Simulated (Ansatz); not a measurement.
Clean, relaxed (110) surface of C, space group Fd-3m (No. 227) (top face towards +c; atoms held fixed, by place in the list: 1, 2, 3, 4, 5, 6):

```
C
1.0
     2.51292    0.00000    0.00000
     0.00000    3.55381    0.00000
     0.00000    0.00000   23.28231
C
12
Direct
  0.50000 0.00000 0.36508
  0.00000 0.25000 0.36508
  0.00000 0.50000 0.41905
  0.50000 0.75000 0.41905
  0.50000 0.00000 0.47302
  0.00000 0.25000 0.47302
  0.00000 0.50122 0.52674
  0.50000 0.74878 0.52674
  0.50000 0.00979 0.58213
  0.00000 0.24021 0.58213
  0.00000 0.52962 0.62741
  0.50000 0.72038 0.62741
```

All numbers below come from DFT PBEsol, scalar-relativistic, plane waves, PAW (Ansatz 0.2.0). Plane waves to 420 eV, a k mesh through Γ of 11×8×1 on the computed 12-atom cell and Gaussian smearing (0.05 eV); no spin polarisation. The cell repeats along c with a dipole correction in the vacuum.

With the adsorbate the run is spin-polarised, so any moments that the slab's own atoms take up count into E_ads.

CH is put at the top (C) at (0.00, 0.53) site, one adsorbate per 8.9 Å², and relaxed. The adsorption energy is E(slab + adsorbate) − E(slab) − E(free adsorbate, spin-polarised where open-shell). Heights count from the highest slab atom after relaxation. Bonded neighbours lie within 1.25 times the sum of covalent radii (1.35 for H) and, on that scale, within 12 % of the closest. With the adsorbate the cell is lengthened along c to keep the vacuum.

Q: How strongly does it bind, and where does its anchoring atom end?

A: -5.90 eV; at (0.00, 0.15), 1 bonded neighbour (C).

Q: How high does its anchoring atom sit over the highest slab atom, and what is the shortest contact with the surface?

A: 0.91 Å; C–C 1.51 Å.

Q: The clean face has a work function of 5.48 eV. How does the adsorbate change it?

A: By -2.51 eV.

Q: Does the adsorbate stay in one piece?

A: Yes.

Each end is the local minimum or symmetric point that its start leads to. The slab is only 6.3 Å thick, so the energies aren't converged with thickness.

For at least one of the starts the bottom face's work function also shifts by over 0.1 eV: the slab is too thin to screen the adsorbate, so the work functions aren't converged with thickness.